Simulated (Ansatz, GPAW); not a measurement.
Given: the input of a run of GPAW 26.7.0 (ASE script) on V. 

File run.py:

```python
from ase import Atoms
from ase.dft.bandgap import bandgap
from ase.io import write
from ase.units import GPa
from gpaw import GPAW, PW

atoms = Atoms(['V'],
              cell=[[-1.51435, 1.51435, 1.51435],
                    [1.51435, -1.51435, 1.51435],
                    [1.51435, 1.51435, -1.51435]],
              scaled_positions=[[0.0, 0.0, 0.0]],
              pbc=True)
atoms.set_initial_magnetic_moments([2.0])

calc = GPAW(mode=PW(600),
            xc='PBE',
            kpts={'size': (12, 12, 12), 'gamma': True},
            occupations={'name': 'methfessel-paxton', 'order': 0, 'width': 0.022},
            nbands=15,
            convergence={'density': 1e-05, 'energy': 1e-05},
            maxiter=150,
            txt='gpaw.txt')
atoms.calc = calc
energy = atoms.get_potential_energy()
forces = atoms.get_forces()
stress = atoms.get_stress()
calc.write('gs.gpw')
write('result.traj', atoms)
print(f'Energy: {energy:.6f} eV')
print('Forces (eV/A):')
print(forces.round(4))
print('Stress (GPa):', (stress / GPa).round(3))
print('Moments:', calc.get_magnetic_moments().round(3))
print('Fermi level:', round(calc.get_fermi_level(), 4), 'eV')
print(f'Gap: {bandgap(calc)[0]:.4f} eV, direct: {bandgap(calc, direct=True)[0]:.4f} eV')
```

Potentials or basis: GPAW PAW data sets (gpaw-data 1.2.1), pw.

Command:

```sh
$ OMP_NUM_THREADS=1 python run.py
```

What does the same run look like in Ansatz 0.2.0? Potentials or basis there: all-electron LAPW, scalar-relativistic.

As run (cutoffs and basis follow the program's own potentials, and thresholds, step limits or extra output files can differ):

File input.yaml:

```yaml
crystal:
  lattice:
    - [-1.51435, 1.51435, 1.51435]
    - [1.51435, -1.51435, 1.51435]
    - [1.51435, 1.51435, -1.51435]
  atoms:
    - { symbol: V, position: [0.0, 0.0, 0.0], spin: 2.0 }
kpoints:
  mp_grid: { grid: [12, 12, 12] }
scf:
  occupations: { method: gaussian, width: 0.022 }
hamiltonian:
  xc: pbe
  pseudopotentials: { kind: all_electron, lapw: { basis_error: 0.001 } }
magnetization:
  spin_polarized: true
output:
  forces: true
  stress: true
  eigenvalues: true
```

Potentials or basis: all-electron LAPW, scalar-relativistic.

Command:

```console
$ ansatz run input.yaml --threads 2 --pin off --max-ram 6144MiB --backend cpu --events-out ev --progress --plain --runs-dir out
```

Both were run:

|  | GPAW | Ansatz |
| --- | --- | --- |
| Pressure | -4.2 GPa | -5.3 GPa |
| Net moment | 0.11 μB per cell | 0.12 μB per cell |

Where Ansatz's input types no cutoff or centring, it takes its own default and a Γ-centred mesh.

The magnetic state is the one that the start led to; the real crystal's order can differ.

Pressure is positive in compression.
